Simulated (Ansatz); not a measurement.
CaO built on the rocksalt prototype, relaxed with r2SCAN: space group Fm-3m (No. 225), cubic; a = 4.795 Å in the conventional setting, 13.78 Å³ an atom. Ca is surrounded by 6 O at 2.40 Å; O is surrounded by 6 Ca at 2.40 Å. One-shot G0W0@PBE in the PAW code Ansatz on a 6×6×6 mesh (contour deformation, no spin-orbit coupling), from a PBE gap of 3.653 eV over the mesh points (the G0W0 gap is indirect on the mesh); the number N of bands summed and the screening cutoff rise together. (Simulation; spin polarisation is off.)

```csv
N,cutoff (eV),1000/N,G0W0 gap (eV)
70,100,14.286,5.732
159,180,6.289,5.902
```

Problem. Lay a straight line in 1000/N through these rows.

Solution. The slope is -0.0213 eV per unit of 1000/N and the intercept 6.036 eV.

Problem. Predict the gap at N = 301 (260 eV).

Solution. 6.036 + (-0.0213) × 3.322 = 5.965 eV; the run gives 6.000 eV, +0.035 eV from the line.

Problem. With that run's result added, what limit do the last two rows suggest?

Solution. Their slope is (6.000 − 5.902)/(3.322 − 6.289) = -0.0330, which meets 1/N = 0 at 6.11 eV, against 6.036 eV from the first line. The slope steepens, so 1/N isn't yet asymptotic and the true limit probably lies higher still; the k mesh isn't extrapolated.
